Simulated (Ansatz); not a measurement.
**As: eigenvalues along the path**

```
As
1.0
     1.87975    1.08527    3.48577
    -1.87975    1.08527    3.48577
     0.00000   -2.17055    3.48577
As
2
Direct
  0.22754 0.22754 0.22754
  0.77246 0.77246 0.77246
```

Atoms are numbered in the order listed.

The cell is a measured one (Crystallography Open Database entry 9009651); the temperature and pressure of the measurement aren't taken into account, and nothing was relaxed.

Method: DFT, PBE, all-electron LAPW, scalar-relativistic in Ansatz 0.2.0.

Sampling and basis: a Γ-centred 11×11×11 k mesh, Fermi–Dirac smearing of 0.03 eV, basis error target 0.25 meV/atom, no spin polarisation.

Path points, in fractions of the reciprocal vectors: Γ (0.000, 0.000, 0.000), T (0.500, 0.500, 0.500), H2 (0.769, 0.231, 0.500), H0 (0.500, -0.231, 0.231), L (0.500, 0.000, 0.000), S0 (0.366, -0.366, 0.000), S2 (0.634, 0.000, 0.366), F (0.500, 0.000, 0.500). Levels in eV from the Fermi level; bands 19 to 26, counted from the lowest band of the run. The gap is zero.

```
# k(1/Å) point b19 b20 b21 b22 b23 b24 b25 b26
0.000 Γ -15.17 -5.86 -2.62 -2.09 -2.09 1.70 2.88 2.88
0.113 - -15.13 -6.12 -2.41 -2.09 -2.09 1.72 2.77 2.77
0.225 - -15.03 -6.75 -2.07 -2.07 -1.96 1.75 2.47 2.47
0.338 - -14.86 -7.52 -2.04 -2.04 -1.49 1.80 2.06 2.06
0.451 - -14.63 -8.30 -1.99 -1.99 -1.13 1.63 1.63 1.84
0.563 - -14.36 -9.02 -1.94 -1.94 -0.88 1.23 1.23 1.83
0.676 - -14.10 -9.63 -1.88 -1.88 -0.73 0.90 0.90 1.78
0.789 - -13.88 -10.06 -1.83 -1.83 -0.65 0.69 0.69 1.72
0.901 T -13.80 -10.21 -1.81 -1.81 -0.63 0.61 0.61 1.70
1.014 - -13.76 -10.19 -2.48 -1.97 -0.11 0.28 0.87 2.19
1.126 - -13.64 -10.12 -3.48 -2.46 -0.08 0.26 1.78 3.00
1.238 - -13.45 -10.03 -4.41 -3.15 -0.29 0.47 2.93 3.73
1.350 - -13.20 -9.96 -5.18 -3.89 -0.44 0.67 4.00 4.25
1.463 - -12.89 -9.95 -5.72 -4.60 -0.60 0.87 4.55 4.76
1.575 - -12.53 -10.07 -5.97 -5.21 -0.82 1.03 4.79 5.08
1.687 - -12.16 -10.33 -5.90 -5.69 -1.09 1.12 5.07 5.17
1.799 H2 -11.81 -10.69 -6.00 -5.56 -1.41 1.10 5.23 5.42
1.888 - -11.72 -10.81 -6.10 -5.28 -1.73 1.29 4.96 5.77
1.976 - -11.68 -10.87 -6.20 -4.84 -2.31 1.81 4.53 5.73
2.065 - -11.67 -10.91 -6.26 -4.30 -2.99 2.48 3.93 5.40
2.153 - -11.67 -10.91 -6.28 -3.71 -3.62 3.20 3.22 5.30
2.242 - -11.67 -10.91 -6.26 -4.30 -2.99 2.48 3.93 5.40
2.330 - -11.68 -10.87 -6.20 -4.84 -2.31 1.81 4.53 5.73
2.419 - -11.72 -10.81 -6.10 -5.28 -1.73 1.29 4.96 5.77
2.507 H0 -11.81 -10.69 -6.00 -5.56 -1.41 1.10 5.23 5.42
2.604 - -11.55 -11.04 -6.08 -5.10 -1.69 1.00 5.20 5.56
2.701 - -11.37 -11.36 -5.98 -4.53 -1.96 0.85 4.92 5.10
2.797 - -11.67 -11.25 -5.68 -3.88 -2.20 0.68 4.19 4.41
2.894 - -11.92 -11.20 -5.21 -3.15 -2.42 0.52 3.11 3.78
2.990 - -12.13 -11.20 -4.59 -2.59 -2.38 0.38 2.00 3.06
3.087 - -12.28 -11.21 -3.88 -2.72 -1.58 0.27 0.94 2.30
3.184 - -12.37 -11.23 -3.20 -2.79 -0.84 0.04 0.21 1.57
3.280 L -12.40 -11.23 -2.85 -2.82 -0.44 -0.38 0.19 1.17
3.407 - -12.76 -10.80 -2.84 -2.83 -0.73 -0.09 0.34 1.23
3.533 - -13.34 -10.00 -2.87 -2.76 -1.02 0.27 0.73 1.41
3.659 - -13.88 -9.11 -2.87 -2.66 -1.30 0.70 1.25 1.68
3.786 - -14.33 -8.20 -2.83 -2.53 -1.58 1.18 1.81 2.02
3.912 - -14.69 -7.34 -2.73 -2.38 -1.86 1.65 2.27 2.37
4.038 - -14.96 -6.58 -2.61 -2.23 -2.08 1.93 2.51 2.67
4.165 - -15.11 -6.05 -2.59 -2.13 -2.13 1.82 2.76 2.84
4.291 Γ -15.17 -5.86 -2.62 -2.09 -2.09 1.70 2.88 2.88
4.444 - -15.09 -6.12 -2.60 -2.19 -2.12 1.88 2.60 2.92
4.596 - -14.85 -6.81 -2.80 -2.21 -2.10 1.94 2.09 2.87
4.749 - -14.47 -7.73 -3.38 -2.00 -1.98 1.17 1.69 3.08
4.902 - -13.94 -8.69 -4.10 -1.96 -1.82 0.64 1.16 3.58
5.055 - -13.29 -9.61 -4.82 -2.18 -2.04 0.71 1.07 4.21
5.208 - -12.53 -10.43 -5.47 -2.67 -2.58 1.34 1.50 4.92
5.360 - -11.71 -11.12 -5.97 -3.22 -3.14 2.26 2.26 5.66
5.513 S0 -11.67 -10.91 -6.28 -3.71 -3.62 3.20 3.22 5.30
5.592 - -11.60 -11.02 -6.24 -4.06 -3.11 2.45 3.73 5.54
5.670 - -11.53 -11.12 -6.16 -4.40 -2.55 1.73 4.23 5.85
5.749 - -11.46 -11.21 -6.07 -4.64 -2.08 1.15 4.71 5.61
5.828 - -11.42 -11.26 -6.04 -4.73 -1.87 0.90 5.04 5.32
5.906 - -11.46 -11.21 -6.07 -4.64 -2.08 1.15 4.71 5.61
5.985 - -11.53 -11.12 -6.16 -4.40 -2.55 1.73 4.23 5.85
6.064 - -11.60 -11.02 -6.24 -4.06 -3.11 2.45 3.73 5.54
6.142 S2 -11.67 -10.91 -6.28 -3.71 -3.62 3.20 3.22 5.30
6.199 - -11.83 -10.65 -6.34 -3.86 -3.77 3.34 3.59 4.94
6.255 - -11.97 -10.42 -6.36 -3.99 -3.90 3.15 3.96 4.97
6.311 - -12.09 -10.21 -6.35 -4.10 -4.00 2.75 4.33 5.26
6.367 - -12.19 -10.05 -6.31 -4.20 -4.09 2.34 4.67 5.65
6.423 - -12.27 -9.92 -6.27 -4.27 -4.15 1.97 4.97 6.05
6.479 - -12.32 -9.83 -6.22 -4.33 -4.20 1.68 5.21 6.40
6.535 - -12.35 -9.78 -6.18 -4.36 -4.22 1.50 5.36 6.66
6.592 F -12.36 -9.76 -6.17 -4.37 -4.23 1.44 5.42 6.75
```
